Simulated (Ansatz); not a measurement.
Rh (Fm-3m), stationary points along a deformation path

Method: DFT PBE, scalar-relativistic, plane waves, PAW (Ansatz 0.2.0). The runs took a 420 eV cutoff, a Γ-centred 30×30×30 mesh and Gaussian smearing (0.15 eV). No spin polarisation. Energies are free energies at this smearing, counted from the undisturbed cell; pressure is positive in compression.

The undisturbed cell (relaxed at this level; with this scan's settings it stands at 0.1 GPa):

```yaml
crystal:
  lattice:
    - [0.00000, 1.91497, 1.91497]
    - [1.91497, 0.00000, 1.91497]
    - [1.91497, 1.91497, 0.00000]
  atoms:
    - { symbol: Rh, position: [0.00000, 0.00000, 0.00000] }
```

At fixed volume and fractional coordinates, lengths along (0.000, 0.000, 1.000) are scaled against those across it; ρ is that ratio over its starting value. V = 14.045 Å³/atom. Δσ is the stress along the axis less the mean stress across it (compression positive).

| ρ | ΔE (meV/atom) | Δσ (GPa) | space group |
| --- | --- | --- | --- |
| 0.650 | 304.4 | -17.94 | I4/mmm |
| 0.707 | 358.2 | -0.05 | Im-3m |
| 0.780 | 281.9 | 23.51 | I4/mmm |
| 0.850 | 148.4 | 26.64 | I4/mmm |
| 0.920 | 43.9 | 17.12 | I4/mmm |
| 0.960 | 11.0 | 9.06 | I4/mmm |
| 1.000 | 0.0 | 0.00 | Fm-3m |
| 1.050 | 16.6 | -11.71 | I4/mmm |
| 1.100 | 63.7 | -22.86 | I4/mmm |
| 1.200 | 224.5 | -38.87 | I4/mmm |
| 1.300 | 433.1 | -50.78 | I4/mmm |
| 1.414 | 721.1 | -66.92 | I4/mmm |
| 1.500 | 973.2 | -79.34 | I4/mmm |

Problem. How does the stress give the slope of the energy, and where is the energy stationary?

Solution. Along the path d ln(length) is 2/3 d ln ρ on the axis and −1/3 d ln ρ across it, so dE/d ln ρ = −(2/3) V Δσ: the energy falls with ρ where Δσ is positive. Δσ vanishes or changes sign at ρ = 0.707 (Im-3m), a maximum at 358.2 meV/atom; at ρ = 1.000 (Fm-3m), a minimum at 0.0 meV/atom. Pairs of stationary points between two samples would go unseen, and could change a minimum read from distant neighbours into a maximum. At ρ = 0.707, 1.000 the cell is cubic, where symmetry alone makes the stress isotropic and the slope zero.

Problem. Which shear constant sets the curvature at ρ = 1?

Solution. For a cubic crystal E/V = (2/3) C (ln ρ)² with C = C′ = (C11 − C12)/2, so Δσ = −2C ln ρ. The parabola of Δσ against ln ρ through ρ = 0.960, 1 and 1.050 gives C ≈ 115 GPa with the ions clamped, rough because the steps are large.

Problem. Integrate that slope from ρ = 1 to 0.850 by the trapezoid rule.

Solution. With V/N in Å³ and 1 eV/Å³ = 160.2 GPa the slopes at ρ = 1.000, 0.960, 0.920, 0.850 are 0, -529, -1001, -1557 meV/atom per unit of ln ρ. The steps add 10.8 + 32.6 + 101.2 = 144.6 meV/atom, against 148.4 from the energies; the trapezoid rule misses the curvature of the slope within each step.

In a metal these slopes depend on the k mesh and the smearing.

Cost: 13 runs of about 4.5 core-minutes in all, on Arm Neoverse V1 (shared hosts).